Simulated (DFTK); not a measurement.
NaF (Villiaumite) under changes of volume

One of the cells (12.487 Å³/atom); the others are scaled copies at fixed shape and fractional positions:

```
Na F
1.0
     0.00000    2.32000    2.32000
     2.32000    0.00000    2.32000
     2.32000    2.32000    0.00000
Na F
1 1
Cartesian
  0.0000 0.0000 0.0000
  2.3200 2.3200 2.3200
```

```yaml
Program: DFTK 0.8.2
Functional: PBEsol
Potentials_or_basis: SPMS 1.0 (PBE)
Cutoff: 816 eV
k_mesh: 8 × 8 × 8
Occupations: fermi-dirac, width 0.05 eV
Spin: no spin polarisation
```

```csv
volume (Å³/atom),energy over the lowest point (meV/atom),gap on the mesh (eV)
11.738,12.12,6.50
11.988,5.96,6.38
12.237,2.58,6.27
12.487,?,?
12.737,0.00,6.06
12.987,1.28,5.96
13.236,3.92,5.87
```

**Question.** What does the run at 12.487 Å³/atom give?

**Answer.** Energy over the lowest point 0.13 meV/atom; gap on the mesh 6.17 eV.

Worked out: A Birch-Murnaghan fit of order 3 (a polynomial in V^(-2/3)) to the other rows has its minimum at 12.66 Å³/atom with B0 = V·E''(V) = 51 GPa and B' = 3.8. It gives 0.37 meV/atom at 12.487 Å³/atom, against the run's 0.13. A straight line through the other rows of the gap, of slope -5.25 eV per unit of ln V (its deformation potential), gives 6.17 eV, against the run's 6.17.

Energies are extrapolated to zero smearing.

Caveats: the potentials were made for another functional, which shifts forces and pressure.
